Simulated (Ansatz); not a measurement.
Method: DFT PBE, scalar-relativistic, plane waves, PAW in Ansatz 0.2.0. Settings: cutoff 420 eV, Γ-centred meshes spaced at most about 0.3 Å⁻¹, and about 0.25 Å⁻¹ or finer for metals (2π included), Gaussian smearing. No spin polarisation in the final relaxations.

These are static total energies at zero pressure.

Two forms of Ge were relaxed alike.

A.

```xyz
4
Lattice="1.4660 -3.7998 0.0000 1.4660 3.7998 0.0000 0.0000 0.0000 8.3535" Properties=species:S:1:pos:R:3 pbc="T T T"
Ge    1.4660   -2.7429    4.9008
Ge    1.4660    2.7429    0.7240
Ge    1.4660   -2.7429    7.6295
Ge    1.4660    2.7429    3.4528
```

B.

```xyz
3
Lattice="4.1273 0.0000 0.0000 -2.0637 3.5744 0.0000 0.0000 0.0000 4.4130" Properties=species:S:1:pos:R:3 pbc="T T T"
Ge   -1.0318    1.7872    1.4710
Ge    1.0318    1.7872    2.9420
Ge    2.0637    0.0000    0.0000
```

Question: Which would you expect to be lower, and how large is the difference?

Answer: B is lower, by 137 meV/atom. A has space group Cmcm (No. 63), 23.3 Å³/atom and no gap on its mesh; B has space group P6_422 (No. 181), 21.7 Å³/atom and no gap. Counting all near atoms (those within 1.25 times the shortest such distance or 1.15 times the sum of covalent radii), A has Ge 6 and B has Ge 4. The denser one is the lower, and pressure would at first widen the difference. In A, around Ge lie 4 Ge at 2.56–2.73 Å and 2 Ge at 2.93 Å. In B, Ge has 4 Ge at 2.53 Å. Both come from invented guesses. The part of the Crystallography Open Database at hand lists Ge in space groups No. 64, 96, 227; no cell shown has one of them.

The zero gap of P6_422 may come from the functional, which often closes small gaps. Cells relaxed within their symmetry can be saddle points.
